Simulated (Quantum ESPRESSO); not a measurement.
Crystal: HfO2.

```xyz
3
Lattice="0.0000 2.5575 2.5575 2.5575 0.0000 2.5575 2.5575 2.5575 0.0000" Properties=species:S:1:pos:R:3 pbc="T T T"
Hf    0.0000    0.0000    0.0000
O     3.8363    3.8363    3.8363
O     1.2788    1.2788    1.2788
```

Measurements of this composition are mostly on another form, of space group No. 14.

Base run:

```yaml
Program: Quantum ESPRESSO 7.5
Functional: PBEsol
Potentials_or_basis: PseudoDojo 0.4.1 SR PBEsol standard
Cutoff: 1143 eV
Density_cutoff: 4572 eV
k_mesh: 6 × 6 × 6
Occupations: fixed
Spin: no spin polarisation
```

Its results: band gap on the k mesh, mean-field level 3.64 eV, direct.

Q: The run is repeated on the same cell with these changes: functional from PBEsol to LDA; potentials or basis from PseudoDojo 0.4.1 SR PBEsol standard to PseudoDojo 0.4.1 SR LDA standard. What comes out?

A: Band gap on the k mesh, mean-field level 3.56 eV, direct.

Caveats: spin-orbit coupling is left out, which moves the levels of the heavy elements.

A k mesh can miss the band edges.

Not every run made on this cell is shown here.
